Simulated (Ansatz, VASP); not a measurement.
# ZrB2 in VASP and in Ansatz

INCAR

```
PREC     = Accurate       # precision mode
ENCUT    = 520            # plane-wave cutoff, eV
EDIFF    = 1E-6           # SCF threshold, eV
ISMEAR   = -1             # smearing method
SIGMA    = 0.03           # smearing width, eV
LREAL    = F              # projectors in reciprocal space
LASPH    = T              # aspherical terms in the spheres
NELM     = 100            # most SCF steps
ALGO     = Normal         # electronic algorithm
ISIF     = 2              # what is computed and relaxed
LWAVE    = F              # write WAVECAR
LCHARG   = T              # write CHGCAR
GGA      = PE             # functional
LELF     = T              # ELF
LVHAR    = T            
NBANDS   = 16             # bands
```

KPOINTS

```
Automatic mesh
0
Gamma
  13 13 10
```

The input POSCAR:

```
ZrB2
1.0
    3.1649998255      0.0000000000      0.0000000000
   -1.5824999128      2.7409702519      0.0000000000
    0.0000000000      0.0000000000      3.5200000000
Zr B
1 2
Direct
    0.0000000000      0.0000000000      0.0000000000
    0.3333333333      0.6666666667      0.5000000000
    0.6666666667      0.3333333333      0.5000000000
```

Input for Ansatz:

```yaml
crystal:
  lattice:
    - [3.1649998255, 0.0, 0.0]
    - [-1.5824999128, 2.7409702519, 0.0]
    - [0.0, 0.0, 3.52]
  atoms:
    - { symbol: Zr, position: [0.0, 0.0, 0.0] }
    - { symbol: B, position: [0.3333333333, 0.6666666667, 0.5] }
    - { symbol: B, position: [0.6666666667, 0.3333333333, 0.5] }
kpoints:
  mp_grid: { grid: [13, 13, 10] }
  band_path:
    path:
      - [0.0, 0.0, 0.0]
      - [0.5, 0.0, 0.0]
      - [0.3333333333, 0.3333333333, 0.0]
      - [0.0, 0.0, 0.0]
      - [0.0, 0.0, 0.5]
      - [0.5, 0.0, 0.5]
      - [0.3333333333, 0.3333333333, 0.5]
      - [0.0, 0.0, 0.5]
      - [0.5, 0.0, 0.5]
    npoints: 8
scf:
  occupations: { method: fermi_dirac, width: 0.03 }
hamiltonian:
  xc: pbe
  pseudopotentials: { kind: all_electron, lapw: { basis_error: 0.001 } }
output:
  forces: true
  stress: true
  eigenvalues: true
  fatbands: true
  populations: true
  dos: { projected: true, de: 0.2, e_range: [-14, 8] }
```

Alike in both runs: task single point; functional PBE; k mesh 13 × 13 × 10; occupations fermi-dirac, width 0.03 eV; no spin polarisation.

|  | VASP | Ansatz |
| --- | --- | --- |
| version | VASP 6.6.1 | Ansatz 0.2.0 |
| potentials or method | VASP PAW PBE potentials, release 64 (Zr_sv, B) | all-electron LAPW, scalar-relativistic |
| plane-wave cutoff (eV) | 520 | see its input |

Ansatz gave:

```
pressure (GPa)                                  : 2.5
largest component of the traceless stress (GPa) : 1.01
```

Task: What did VASP give for the same quantities?

Result: Pressure (GPa): 2.6; largest component of the traceless stress (GPa): 1.01.

Ansatz ran all-electron here, so the differences hold the error of VASP's frozen core and of both bases.
